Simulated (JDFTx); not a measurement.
Crystal: Sc.

```
CELL_PARAMETERS angstrom
-1.91721 1.91721 1.71760
1.91721 -1.91721 1.71760
1.91721 1.91721 -1.71760
ATOMIC_POSITIONS crystal
Sc 0.00000 0.00000 0.00000
```

This isn't the form of Sc at room conditions, which is hcp.

```yaml
Program: JDFTx 1.7.0 (patched build)
Task: single point
Functional: PBE
Potentials_or_basis: PseudoDojo-SR-PBE-0.5-standard
Cutoff: 1061 eV
Density_cutoff: 4245 eV
k_mesh: 10 × 10 × 10
Occupations: fermi-dirac, width 0.05 eV
Spin: no spin polarisation
```

On this cell: pressure -0.8 GPa; band gap on the k mesh none (metal or under the smearing width).

The same run follows on a disturbed copy (cell strained at random at fixed volume):

```xyz
1
Lattice="-2.0017 1.9652 1.8153 1.9171 -1.8943 1.6417 1.9375 1.8301 -1.7361" Properties=species:S:1:pos:R:3 pbc="T T T"
Sc   -0.0071   -0.0146    0.0243
```

Question: What does the disturbed cell give?

Answer: The energy (extrapolated to zero smearing) moves by +10.0 meV/atom; pressure -0.8 GPa; band gap on the k mesh none (metal or under the smearing width).

Stress tensor (GPa, compression positive):
```
-0.87  1.08  1.38
 1.08 -1.42 -1.12
 1.38 -1.12 -0.19
```
